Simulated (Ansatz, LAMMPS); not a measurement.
# Elastic response of amorphous TiO2 at 3.19 g/cm^3 (84 atoms): runs compared

Aim: relax amorphous TiO2 at 3.19 g/cm^3 (84 atoms), then change its volume and shape to read moduli from the stress.

Computed with Ansatz 0.2.0: Kohn-Sham DFT, PBE, PAW (set soft_2), plane waves.

**1. The cell as built**

The cell holds 84 atoms: 28 Ti and 56 O. Its edges and angles: a = 10.514 Å, b = 10.514 Å, c = 10.514 Å, α = 90.0°, β = 90.0°, γ = 90.0°. 84 atoms (28 Ti, 56 O) placed at random at 3.19 g/cm³, melted at 5000 K for 10 ps at fixed volume with the Morse and Coulomb pair potential with partial charges (Pedone, Malavasi, Menziani, Cormack and Segre, J. Phys. Chem. B 110, 11780 (2006)). Quenched from 5000 K to 300 K at 50 K/ps and fixed volume, held 5 ps, then minimised at fixed cell.

Limits known from the start: The quench rate of 50 K/ps far exceeds what a furnace or splat quench reaches, so expect more defects and frozen-in strain than in a real sample. The network of bonds at the start is that of the classical potential that made the cell, and needn't be the one that DFT or experiment would give. Sampling is at Γ alone.

**2. The reference run**

The reference is a single point at the end of the relaxation.

Every strained cell starts from the geometry of this run, and its atoms are relaxed with the cell held.

Its input, with most atom lines left out:

```yaml
crystal:
  lattice:
    - [10.42533, -0.06789, -0.17819]
    - [-0.06789, 11.17625, -0.05835]
    - [-0.17819, -0.05835, 10.40237]
  atoms:
    - { symbol: Ti, position: [0.1188, 0.07876, 0.89274] }
    - { symbol: Ti, position: [0.90559, 0.80036, 0.06624] }
    - { symbol: Ti, position: [0.89331, 0.56505, 0.36779] }
    - { symbol: Ti, position: [0.05925, 0.44645, 0.77074] }
    - { symbol: Ti, position: [0.67403, 0.10591, 0.43334] }
    - { symbol: Ti, position: [0.98541, 0.40496, 0.10327] }
    - { symbol: Ti, position: [0.86854, 0.10952, 0.10173] }
    [... atom lines 8 to 84 left out ...]
kpoints:
  mp_grid: { grid: [1, 1, 1] }
hamiltonian:
  xc: pbe
scf:
  occupations: { method: fixed }
output:
  forces: true
  stress: true
  populations: intrinsic
  dos:
    method: { smearing: { sigma: 0.1 } }
    de: 0.1
    projected: { site_lists: { O: [O], Ti: [Ti] } }
  eigenvalues: true
  write_density: true
  write_potential: true
  volumetric_format: npy
```

| Property | Result |
| --- | --- |
| free energy per atom | -1212.8268 eV/atom |
| r.m.s. force component | 0.00802 eV/Å |
| pressure | -0.02988 GPa |

Filled and empty levels are parted by 2.71 eV (at Γ alone); a semilocal functional tends to put such gaps too low. In a disordered cell it changes from sample to sample, and tail or defect levels can set it.

**3. The runs**

Each row is one run, on 4 threads of Arm Neoverse V2, shared host. The free energy is the program's total, comparable only between runs with the same functional, potentials and atoms.

```csv
run,atoms,outcome,"ionic steps, all passes",free energy (eV),time,host memory (GiB)
Single point at the start,84,converged,-,-101873.394,12 s,1.4
Cell and atoms relaxed,84,converged,25,-101877.454,5.3 min,1.5
Single point at the relaxed geometry,84,converged,-,-101877.454,23 s,1.6
Volume -3 %,84,converged,11,-101877.262,2.7 min,1.6
Volume +3 %,84,converged,11,-101877.287,2.9 min,1.6
Volume -6 %,84,converged,14,-101877.040,3.3 min,1.5
Volume +6 %,84,converged,17,-101876.912,4.7 min,1.7
Volume -10 %,84,converged,13,-101875.839,3 min,1.5
Stretched by 1 % along x,84,converged,5,-101877.418,83 s,1.6
Compressed by 1 % along x,84,converged,3,-101877.410,43 s,1.6
Sheared by 2 % in xy,84,converged,6,-101877.409,95 s,1.6
```

In some runs the program notes that the SCF threshold is loose for the stress.

**4. Pressure against volume**

Atoms are relaxed at each volume, in the scaled cell.

| volume change (%) | volume (Å³/atom) | energy change (meV/atom) | pressure (GPa) | largest move on relaxing (Å) | bonds | gap (eV) |
| --- | --- | --- | --- | --- | --- | --- |
| -10 | 12.981 | 19.24 | 5.00 | 0.84 | 130 | 2.88 |
| -6 | 13.558 | 4.93 | 2.65 | 0.84 | 130 | 2.82 |
| -3 | 13.991 | 2.29 | 1.49 | 0.25 | 126 | 2.73 |
| +0 | 14.424 | 0.00 | -0.03 | - | 126 | 2.71 |
| +3 | 14.857 | 1.99 | -1.35 | 0.29 | 125 | 2.79 |
| +6 | 15.289 | 6.46 | -1.87 | 0.71 | 123 | 2.81 |

**5. Uniaxial strain and shear**

Stress (GPa, compression positive) less that of the relaxed cell, atoms relaxed:

| strain | xx | yy | zz | xy | energy change (meV/atom) |
| --- | --- | --- | --- | --- | --- |
| stretched by 1 % along x | -0.882 | -0.368 | -0.317 | -0.062 | 0.43 |
| compressed by 1 % along x | 1.168 | 0.587 | 0.506 | 0.042 | 0.53 |
| sheared by 2 % in xy | -0.081 | 0.027 | -0.014 | -0.599 | 0.54 |

**6. What came out**

The bulk modulus, from the slope of pressure against ln V over the three points nearest the relaxed volume, is 47.2 GPa; between neighbouring points the slope runs 54, 37, 50, 45 and 18 GPa from the smallest volume up, without a steady fall, so no pressure derivative is given. The count of bonds runs from 123 to 130 over the series, so at some points contacts cross the cutoffs. At -10 %, -6 % and +6 % some atom moved by over 0.5 Å on relaxing, so those points may sit in another local minimum. The gap goes from 2.88 eV at the smallest volume to 2.81 eV at the largest, not monotonically (lowest 2.71, highest 2.88 eV), on the run's k-points. In the Cartesian axes of the cell, finite differences give C11 = 103, C12 = 47.8, C13 = 41.1 and C66 = 29.9 GPa (the shear of 2 % is the engineering strain, εxy = 0.01). The mean of C11, C12 and C13, which equals the bulk modulus in a cubic or isotropic solid, is 63.8 GPa: it lies 35 % over the bulk modulus from the volumes. For an isotropic solid C66 would equal (C11 − C12)/2 = 27.4 GPa; so small a sample needn't be isotropic, and C66 rests on one shear. With the bulk modulus and C66 as K and G, Young's modulus would be about 74 GPa and Poisson's ratio 0.24.

Caveats: Strains are finite and relaxations stop at the force tolerance of the input, which can leave moduli too stiff; they are those of a static cell at zero temperature. Volumes are changed with the cell's shape held, so in an anisotropic solid the modulus lies over the one under free hydrostatic load. The program notes that the SCF threshold of the relaxations is loose for the stress.

The DFT runs together took 26 min of wall time.

[Logs are printed without paths, hosts, clocks, repeated set-up lines and the standing remarks that a program may print on its own settings, such as how far it seeks lower states.]

[Hosts, paths, dates, database ids (printed as entryN), source tags and the programs' standing remarks are cut or masked in the printed files.]
